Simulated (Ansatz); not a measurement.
## SiO2 — O-17 nuclear quadrupole resonance

Cell: a Materials Project structure (computed, not necessarily an observed phase).

Space group I-42m (No. 121); a = 12.9581, c = 5.1360 Å.

| site | Wyckoff | site symmetry | x | y | z |
| --- | --- | --- | --- | --- | --- |
| Si1 | 8i | ..m | 0.1998 | 0.1998 | 0.7289 |
| Si3 | 8g | .2. | 0.1544 | 0.0000 | 0.5000 |
| O9 | 8i | ..m | 0.4206 | 0.4206 | 0.8328 |
| O10 | 16j | 1 | 0.5752 | 0.2775 | 0.8105 |
| O11 | 8i | ..m | 0.2339 | 0.2339 | 0.0184 |

One atom of each set is listed; the run and its k-mesh use a cell of 24 atoms with edges of 9.52, 9.52, 9.52 Å.

All values are calculated (Ansatz; DFT, r2SCAN, plane waves and PAW (field gradients read without the response of the frozen cores, which leaves them typically 4 to 6 % off), scalar-relativistic, 500 eV cutoff, Γ-centred 4×4×4 k-points, Fermi–Dirac smearing 0.02 eV), not measured.

O-17: I = 5/2, Q = -25.58 mb (year-2017 value). Static lattice, zero field.

(1) Predict the zero-field O-17 lines of each site.

Answers

(1) For I = 5/2 and η = 0 the lines are 3|C_Q|/20 and twice that; η pulls their ratio below 2. At large η the states mix, and weaker lines appear at sums of the main ones; lines under 5 % of the strongest are left out.

```json
{"site": "O9", "atoms": "4", "V_zz (10²¹ V/m²)": "8.40", "C_Q (MHz)": "-5.20", "η": "0.73", "line frequencies (MHz)": "1.14, 1.44, 2.58"}
{"site": "O10", "atoms": "8", "V_zz (10²¹ V/m²)": "9.09", "C_Q (MHz)": "-5.62", "η": "0.30", "line frequencies (MHz)": "0.924, 1.66"}
{"site": "O11", "atoms": "4", "V_zz (10²¹ V/m²)": "10.61", "C_Q (MHz)": "-6.57", "η": "0.06", "line frequencies (MHz)": "0.988, 1.97"}
```

At O9, O10 and O11 V_zz runs parallel to the line that joins its two neighbours (within 3°) in each case.

The largest force is 0.6 eV/Å, so the atoms aren't at the calculated equilibrium and relaxing them would move these values.
